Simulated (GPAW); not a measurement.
# CaO (Fm-3m) in GPAW: settings compared

One crystal, CaO, is run at these levels: PBE, LDA, PBEsol; tasks: relaxation of cell and atoms.

All numbers are computed with GPAW 26.7.0; they aren't measurements. Logs are shortened: lines on timing, memory, paths and dates and some standing lists are left out, and cuts for length are marked. The log counts tension as positive stress, the text compression.

## (1) The structure

Symmetry: Fm-3m, No. 225, cubic system. The conventional cell has a = 4.807 Å, b = 4.807 Å, c = 4.807 Å, α = 90.00°, β = 90.00°, γ = 90.00°. Ca (site symmetry m-3m) has 6 O at 2.40 Å as nearest neighbours. Around O (site symmetry m-3m) lie 6 Ca at 2.40 Å.

The cell is a database's computed one.

## (2) Relaxation of cell and atoms, PBE

The input, run.py:

```python
from ase.filters import FrechetCellFilter
from ase.io import read, write
from ase.optimize import BFGS
from gpaw import GPAW, PW

atoms = read('CaO.xyz')

calc = GPAW(mode=PW(800),
            xc='PBE',
            kpts={'size': (10, 10, 10), 'gamma': True},
            occupations={'name': 'fermi-dirac', 'width': 0.05},
            nbands=16,
            convergence={'density': 1e-05, 'forces': 0.0001},
            maxiter=150,
            txt='gpaw.txt')
atoms.calc = calc
opt = BFGS(FrechetCellFilter(atoms), trajectory='relax.traj', logfile='-')
done = opt.run(fmax=0.02, steps=100)
calc.write('gs.gpw')
write('result.traj', atoms)
print('Converged:', done)
print('Cell:', atoms.cell.cellpar().round(4))
print('Volume:', round(atoms.get_volume(), 4))
print(atoms.get_scaled_positions().round(5))
```

The input, CaO.xyz:

```xyz
2
Lattice="0.0000000000 2.4035556960 2.4035556960 2.4035556960 0.0000000000 2.4035556960 2.4035556960 2.4035556960 0.0000000000" Properties=species:S:1:pos:R:3 pbc="T T T"
Ca     0.0000000000      0.0000000000      0.0000000000
O      2.4035556960      2.4035556960      2.4035556960
```

Potentials or basis: GPAW PAW data sets (gpaw-data 1.2.1), pw.

On the command line:

```sh
> OMP_NUM_THREADS=1 python run.py
```

gpaw.txt:

```text
__  _  _
 | _ |_)|_||  |
 |__||  | ||/\| - 26.7.0

Input parameters:
  mode=PW(ecut=800.0),
  convergence={'density': 1e-05, 'forces': 0.0001},
  kpts=MonkhorstPack(size=(10, 10, 10), gamma=True),
  maxiter=150,
  nbands=16,
  occupations=Occupations(name='fermi-dirac', width=0.05),
  xc=XC(name='PBE')

Diagonalizing LCAO Hamiltonian
Converting LCAO to pw mode

               O

       Ca

Atoms  # Å, Bohr magnetons
|   | symbol |        x |        y |        z |    initial magnetic moments |
|---|--------|----------|----------|----------|-----------------------------|
| 0 |     Ca | 0.000000 | 0.000000 | 0.000000 | ( 0.0000,  0.0000,  0.0000) |
| 1 |      O | 2.403556 | 2.403556 | 2.403556 | ( 0.0000,  0.0000,  0.0000) |

Unit cell  # Å
| periodic |        x |        y |        z |  lengths |    angles |
|----------|----------|----------|----------|----------|-----------|
|      yes | 0.000000 | 2.403556 | 2.403556 | 3.399141 | 60.000000 |
|      yes | 2.403556 | 0.000000 | 2.403556 | 3.399141 | 60.000000 |
|      yes | 2.403556 | 2.403556 | 0.000000 | 3.399141 | 60.000000 |

Number of symmetries: 48
Symmetry operations  # r_c * U_cc + t_c -> r_c
|    | kind |            matrix            |
|----|------|------------------------------|
|  0 |  σ   |  1, 0, 0,  1, 0,-1,  1,-1, 0 |
|  1 |  C2  |  1, 0, 0,  1,-1, 0,  1, 0,-1 |
|  2 |  E   |  1, 0, 0,  0, 1, 0,  0, 0, 1 |
|  3 |  σ   |  1, 0, 0,  0, 0, 1,  0, 1, 0 |
|  4 |  C4  |  1, 0,-1,  1, 0, 0,  1,-1, 0 |
|  5 |  S6  |  1, 0,-1,  1,-1, 0,  1, 0, 0 |
|  6 |  σ   |  1, 0,-1,  0, 1,-1,  0, 0,-1 |
|  7 |  C3  |  1, 0,-1,  0, 0,-1,  0, 1,-1 |
|  8 |  S6  |  1,-1, 0,  1, 0, 0,  1, 0,-1 |
|  9 |  C4  |  1,-1, 0,  1, 0,-1,  1, 0, 0 |
| 10 |  C3  |  1,-1, 0,  0,-1, 1,  0,-1, 0 |
| 11 |  σ   |  1,-1, 0,  0,-1, 0,  0,-1, 1 |
| 12 |  σ   |  0, 1, 0,  1, 0, 0,  0, 0, 1 |
| 13 |  C4  |  0, 1, 0,  0, 1,-1, -1, 1, 0 |
| 14 |  C3  |  0, 1, 0,  0, 0, 1,  1, 0, 0 |
| 15 |  S6  |  0, 1, 0, -1, 1, 0,  0, 1,-1 |
| 16 |  C2  |  0, 1,-1,  1, 0,-1,  0, 0,-1 |
| 17 |  σ   |  0, 1,-1,  0, 1, 0, -1, 1, 0 |
| 18 |  S4  |  0, 1,-1,  0, 0,-1,  1, 0,-1 |
| 19 |  C4  |  0, 1,-1, -1, 1, 0,  0, 1, 0 |
| 20 |  C3  |  0, 0, 1,  1, 0, 0,  0, 1, 0 |
| 21 |  σ   |  0, 0, 1,  0, 1, 0,  1, 0, 0 |
| 22 |  S6  |  0, 0, 1,  0,-1, 1, -1, 0, 1 |
| 23 |  C4  |  0, 0, 1, -1, 0, 1,  0,-1, 1 |
| 24 |  S4  |  0, 0,-1,  1, 0,-1,  0, 1,-1 |
| 25 |  C3  |  0, 0,-1,  0, 1,-1,  1, 0,-1 |
| 26 |  C2  |  0, 0,-1,  0,-1, 0, -1, 0, 0 |
| 27 |  S6  |  0, 0,-1, -1, 0, 0,  0,-1, 0 |
| 28 |  S4  |  0,-1, 1,  1,-1, 0,  0,-1, 0 |
| 29 |  C4  |  0,-1, 1,  0, 0, 1, -1, 0, 1 |
| 30 |  C2  |  0,-1, 1,  0,-1, 0,  1,-1, 0 |
| 31 |  σ   |  0,-1, 1, -1, 0, 1,  0, 0, 1 |
| 32 |  C3  |  0,-1, 0,  1,-1, 0,  0,-1, 1 |
| 33 |  S6  |  0,-1, 0,  0, 0,-1, -1, 0, 0 |
[... 184 lines left out ...]
|          1 |       -13.645 |     2.000 |
|          2 |       -13.645 |     2.000 |
|          3 |       -13.645 |     2.000 |
|          4 |       -10.711 |     2.000 |
|          5 |         4.775 |     2.000 |
[... 8 lines left out ...]
|         14 |        19.773 |     0.000 |
|         15 |        27.391 |     0.000 |

Gap: 3.691 eV
Transition (v -> c):
  (s=0, k=0, n=7, [0.00, 0.00, 0.00]) -> (s=0, k=41, n=8, [0.50, 0.50, 0.00])
Direct/indirect transitions are different
Direct gap: 4.067 eV
Transition at: (s=0, k=41, n=7, [0.50, 0.50, 0.00])

Stress tensor  # eV/Ang^3
|         x |         y |         z |
|-----------|-----------|-----------|
| -0.013464 |  0.000000 |  0.000000 |
|  0.000000 | -0.013464 |  0.000000 |
|  0.000000 |  0.000000 | -0.013464 |

Forces  # eV/Ang
|        x |       y |       z |
|----------|---------|---------|
| -0.00000 | 0.00000 | 0.00000 |  # Ca   0
|  0.00000 | 0.00000 | 0.00000 |  # O    1

Interpolating wave functions to new cell

               O

       Ca

Atoms  # Å, Bohr magnetons
|   | symbol |         x |        y |        z |    initial magnetic moments |
|---|--------|-----------|----------|----------|-----------------------------|
| 0 |     Ca | -0.000000 | 0.000000 | 0.000000 | ( 0.0000,  0.0000,  0.0000) |
| 1 |      O |  2.406768 | 2.406768 | 2.406768 | ( 0.0000,  0.0000,  0.0000) |

Unit cell  # Å
| periodic |        x |         y |         z |  lengths |    angles |
|----------|----------|-----------|-----------|----------|-----------|
|      yes | 0.000000 |  2.406768 |  2.406768 | 3.403683 | 60.000000 |
|      yes | 2.406768 | -0.000000 |  2.406768 | 3.403683 | 60.000000 |
|      yes | 2.406768 |  2.406768 | -0.000000 | 3.403683 | 60.000000 |

Number of symmetries: 48
Symmetry operations  # r_c * U_cc + t_c -> r_c
|    | kind |            matrix            |
|----|------|------------------------------|
|  0 |  σ   |  1, 0, 0,  1, 0,-1,  1,-1, 0 |
|  1 |  C2  |  1, 0, 0,  1,-1, 0,  1, 0,-1 |
|  2 |  E   |  1, 0, 0,  0, 1, 0,  0, 0, 1 |
|  3 |  σ   |  1, 0, 0,  0, 0, 1,  0, 1, 0 |
|  4 |  C4  |  1, 0,-1,  1, 0, 0,  1,-1, 0 |
|  5 |  S6  |  1, 0,-1,  1,-1, 0,  1, 0, 0 |
|  6 |  σ   |  1, 0,-1,  0, 1,-1,  0, 0,-1 |
|  7 |  C3  |  1, 0,-1,  0, 0,-1,  0, 1,-1 |
|  8 |  S6  |  1,-1, 0,  1, 0, 0,  1, 0,-1 |
|  9 |  C4  |  1,-1, 0,  1, 0,-1,  1, 0, 0 |
| 10 |  C3  |  1,-1, 0,  0,-1, 1,  0,-1, 0 |
| 11 |  σ   |  1,-1, 0,  0,-1, 0,  0,-1, 1 |
| 12 |  σ   |  0, 1, 0,  1, 0, 0,  0, 0, 1 |
| 13 |  C4  |  0, 1, 0,  0, 1,-1, -1, 1, 0 |
| 14 |  C3  |  0, 1, 0,  0, 0, 1,  1, 0, 0 |
| 15 |  S6  |  0, 1, 0, -1, 1, 0,  0, 1,-1 |
| 16 |  C2  |  0, 1,-1,  1, 0,-1,  0, 0,-1 |
| 17 |  σ   |  0, 1,-1,  0, 1, 0, -1, 1, 0 |
| 18 |  S4  |  0, 1,-1,  0, 0,-1,  1, 0,-1 |
| 19 |  C4  |  0, 1,-1, -1, 1, 0,  0, 1, 0 |
| 20 |  C3  |  0, 0, 1,  1, 0, 0,  0, 1, 0 |
| 21 |  σ   |  0, 0, 1,  0, 1, 0,  1, 0, 0 |
| 22 |  S6  |  0, 0, 1,  0,-1, 1, -1, 0, 1 |
| 23 |  C4  |  0, 0, 1, -1, 0, 1,  0,-1, 1 |
| 24 |  S4  |  0, 0,-1,  1, 0,-1,  0, 1,-1 |
| 25 |  C3  |  0, 0,-1,  0, 1,-1,  1, 0,-1 |
| 26 |  C2  |  0, 0,-1,  0,-1, 0, -1, 0, 0 |
| 27 |  S6  |  0, 0,-1, -1, 0, 0,  0,-1, 0 |
| 28 |  S4  |  0,-1, 1,  1,-1, 0,  0,-1, 0 |
| 29 |  C4  |  0,-1, 1,  0, 0, 1, -1, 0, 1 |
| 30 |  C2  |  0,-1, 1,  0,-1, 0,  1,-1, 0 |
| 31 |  σ   |  0,-1, 1, -1, 0, 1,  0, 0, 1 |
| 32 |  C3  |  0,-1, 0,  1,-1, 0,  0,-1, 1 |
| 33 |  S6  |  0,-1, 0,  0, 0,-1, -1, 0, 0 |
[... 181 lines left out ...]
|          1 |       -13.697 |     2.000 |
|          2 |       -13.697 |     2.000 |
|          3 |       -13.697 |     2.000 |
|          4 |       -10.736 |     2.000 |
|          5 |         4.742 |     2.000 |
[... 8 lines left out ...]
|         14 |        19.716 |     0.000 |
|         15 |        27.296 |     0.000 |

Gap: 3.692 eV
Transition (v -> c):
  (s=0, k=0, n=7, [0.00, 0.00, 0.00]) -> (s=0, k=41, n=8, [0.50, 0.50, 0.00])
Direct/indirect transitions are different
Direct gap: 4.069 eV
Transition at: (s=0, k=41, n=7, [0.50, 0.50, 0.00])

Stress tensor  # eV/Ang^3
|         x |         y |         z |
|-----------|-----------|-----------|
| -0.010636 | -0.000000 | -0.000000 |
| -0.000000 | -0.010636 |  0.000000 |
| -0.000000 |  0.000000 | -0.010636 |

Forces  # eV/Ang
|       x |        y |        z |
|---------|----------|----------|
| 0.00000 | -0.00000 | -0.00000 |  # Ca   0
| 0.00000 |  0.00000 | -0.00000 |  # O    1

Interpolating wave functions to new cell

               O

       Ca

Atoms  # Å, Bohr magnetons
|   | symbol |         x |         y |         z |    initial magnetic moments |
|---|--------|-----------|-----------|-----------|-----------------------------|
| 0 |     Ca | -0.000000 | -0.000000 | -0.000000 | ( 0.0000,  0.0000,  0.0000) |
| 1 |      O |  2.419121 |  2.419121 |  2.419121 | ( 0.0000,  0.0000,  0.0000) |

Unit cell  # Å
| periodic |        x |         y |        z |  lengths |    angles |
|----------|----------|-----------|----------|----------|-----------|
|      yes | 0.000000 |  2.419121 | 2.419121 | 3.421154 | 60.000000 |
|      yes | 2.419121 | -0.000000 | 2.419121 | 3.421154 | 60.000000 |
|      yes | 2.419121 |  2.419121 | 0.000000 | 3.421154 | 60.000000 |

Number of symmetries: 48
Symmetry operations  # r_c * U_cc + t_c -> r_c
|    | kind |            matrix            |
|----|------|------------------------------|
|  0 |  σ   |  1, 0, 0,  1, 0,-1,  1,-1, 0 |
|  1 |  C2  |  1, 0, 0,  1,-1, 0,  1, 0,-1 |
|  2 |  E   |  1, 0, 0,  0, 1, 0,  0, 0, 1 |
|  3 |  σ   |  1, 0, 0,  0, 0, 1,  0, 1, 0 |
|  4 |  C4  |  1, 0,-1,  1, 0, 0,  1,-1, 0 |
|  5 |  S6  |  1, 0,-1,  1,-1, 0,  1, 0, 0 |
|  6 |  σ   |  1, 0,-1,  0, 1,-1,  0, 0,-1 |
|  7 |  C3  |  1, 0,-1,  0, 0,-1,  0, 1,-1 |
|  8 |  S6  |  1,-1, 0,  1, 0, 0,  1, 0,-1 |
|  9 |  C4  |  1,-1, 0,  1, 0,-1,  1, 0, 0 |
| 10 |  C3  |  1,-1, 0,  0,-1, 1,  0,-1, 0 |
| 11 |  σ   |  1,-1, 0,  0,-1, 0,  0,-1, 1 |
| 12 |  σ   |  0, 1, 0,  1, 0, 0,  0, 0, 1 |
| 13 |  C4  |  0, 1, 0,  0, 1,-1, -1, 1, 0 |
| 14 |  C3  |  0, 1, 0,  0, 0, 1,  1, 0, 0 |
| 15 |  S6  |  0, 1, 0, -1, 1, 0,  0, 1,-1 |
| 16 |  C2  |  0, 1,-1,  1, 0,-1,  0, 0,-1 |
| 17 |  σ   |  0, 1,-1,  0, 1, 0, -1, 1, 0 |
| 18 |  S4  |  0, 1,-1,  0, 0,-1,  1, 0,-1 |
| 19 |  C4  |  0, 1,-1, -1, 1, 0,  0, 1, 0 |
| 20 |  C3  |  0, 0, 1,  1, 0, 0,  0, 1, 0 |
| 21 |  σ   |  0, 0, 1,  0, 1, 0,  1, 0, 0 |
| 22 |  S6  |  0, 0, 1,  0,-1, 1, -1, 0, 1 |
| 23 |  C4  |  0, 0, 1, -1, 0, 1,  0,-1, 1 |
| 24 |  S4  |  0, 0,-1,  1, 0,-1,  0, 1,-1 |
| 25 |  C3  |  0, 0,-1,  0, 1,-1,  1, 0,-1 |
| 26 |  C2  |  0, 0,-1,  0,-1, 0, -1, 0, 0 |
| 27 |  S6  |  0, 0,-1, -1, 0, 0,  0,-1, 0 |
| 28 |  S4  |  0,-1, 1,  1,-1, 0,  0,-1, 0 |
| 29 |  C4  |  0,-1, 1,  0, 0, 1, -1, 0, 1 |
| 30 |  C2  |  0,-1, 1,  0,-1, 0,  1,-1, 0 |
| 31 |  σ   |  0,-1, 1, -1, 0, 1,  0, 0, 1 |
| 32 |  C3  |  0,-1, 0,  1,-1, 0,  0,-1, 1 |
| 33 |  S6  |  0,-1, 0,  0, 0,-1, -1, 0, 0 |
[... 182 lines left out ...]
|          1 |       -13.895 |     2.000 |
|          2 |       -13.895 |     2.000 |
|          3 |       -13.895 |     2.000 |
|          4 |       -10.830 |     2.000 |
|          5 |         4.619 |     2.000 |
[... 8 lines left out ...]
|         14 |        19.499 |     0.000 |
|         15 |        26.935 |     0.000 |

Gap: 3.693 eV
Transition (v -> c):
  (s=0, k=0, n=7, [0.00, 0.00, 0.00]) -> (s=0, k=41, n=8, [0.50, 0.50, 0.00])
Direct/indirect transitions are different
Direct gap: 4.073 eV
Transition at: (s=0, k=41, n=7, [0.50, 0.50, 0.00])

Stress tensor  # eV/Ang^3
|         x |         y |         z |
|-----------|-----------|-----------|
| -0.000212 |  0.000000 |  0.000000 |
|  0.000000 | -0.000212 | -0.000000 |
|  0.000000 | -0.000000 | -0.000212 |

Forces  # eV/Ang
|        x |        y |       z |
|----------|----------|---------|
| -0.00000 |  0.00000 | 0.00000 |  # Ca   0
|  0.00000 | -0.00000 | 0.00000 |  # O    1

# Writing to gs.gpw (mode='')
```

Wall time 62 s (1 thread of Arm Neoverse V1, shared host); peak memory 0.22 GiB.

Results:

- Free energy: -13.1169 eV
- Relaxed volume: 14.16 Å³/atom
- Relaxed cell: a = 3.421 Å, b = 3.421 Å, c = 3.421 Å, α = 60.00°, β = 60.00°, γ = 60.00°
- Space group after relaxing (to 0.05 Å): Fm-3m (No. 225)
- Energy gained by relaxing: 2.0 meV/atom
- Ionic steps: 3
- Pressure after relaxing: 0.0 GPa
- Band gap on the k mesh: 3.69 eV, indirect (least direct gap 4.07 eV)

Step by step:
```tsv
step	energy change (eV)	largest force (eV/Å)	pressure (GPa)	volume (Å³)
1	0.0000	0.0000	2.16	27.77
2	-0.0014	0.0000	1.70	27.88
3	-0.0040	0.0000	0.03	28.31
```

Final structure:
```
CELL_PARAMETERS angstrom
0.00000 2.41912 2.41912
2.41912 0.00000 2.41912
2.41912 2.41912 0.00000
ATOMIC_POSITIONS crystal
Ca 0.00000 0.00000 0.00000
O 0.50000 0.50000 0.50000
```

Levels at points of the mesh, in eV from the valence-band top:
```
           k point  band 6  band 7  band 8  band 9  band 10  band 11
(0.00, 0.00, 0.00)    0.00    0.00    0.00    4.58     6.19     6.19
(0.50, 0.50, 0.00)   -1.32   -0.38   -0.38    3.69     7.88     8.72
(0.50, 0.50, 0.50)   -2.57   -1.13   -1.13    6.96     8.21     8.21
```

Caveat: later steps reuse the first step's grids. PBE gaps usually lie below the measured ones, often by a third to a half.

(Continued in part 2 of 2.)
